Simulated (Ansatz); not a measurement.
CuO (Tenorite) under changes of volume

One of the cells (10.135 Å³/atom); the others are scaled copies at fixed shape and fractional positions:

```
CELL_PARAMETERS angstrom
2.34185 -1.71130 0.00000
2.34185 1.71130 0.00000
-0.85003 0.00000 5.05787
ATOMIC_POSITIONS crystal
Cu 0.50000 0.00000 0.50000
Cu 0.00000 0.50000 0.00000
O 0.41840 0.58160 0.75000
O 0.58160 0.41840 0.25000
```

- Program: Ansatz 0.2.0
- Functional: PBE
- Potentials or basis: PseudoDojo stringent (PBE files)
- Cutoff: 1415 eV
- Density cutoff: 5660 eV
- k mesh: 10 × 10 × 5
- Occupations: fermi-dirac, width 0.05 eV
- Spin: no spin polarisation

```csv
volume (Å³/atom),energy over the lowest point (meV/atom),pressure (GPa),largest force (eV/Å)
9.527,50.03,18.9,0.057
9.730,29.34,14.0,0.134
9.932,14.58,9.5,0.205
10.135,5.14,5.6,0.269
10.338,0.44,2.0,0.329
10.540,0.00,-1.2,0.383
10.743,?,?,?
```

**Question.** What does the run at 10.743 Å³/atom give?

**Answer.** Energy over the lowest point 3.37 meV/atom; pressure -4.0 GPa; largest force 0.433 eV/Å.

Worked out: A Birch-Murnaghan fit of order 3 (a polynomial in V^(-2/3)) to the other rows has its minimum at 10.46 Å³/atom with B0 = V·E''(V) = 163 GPa and B' = 4.6 at fixed shape and positions, which overstates the stiffness. It gives 3.40 meV/atom at 10.743 Å³/atom, against the run's 3.37, and -dE/dV = -4.1 GPa, against -4.0.

Energies are extrapolated to zero smearing.

Caveats: the run has no spin polarisation, though such a crystal can be magnetic.
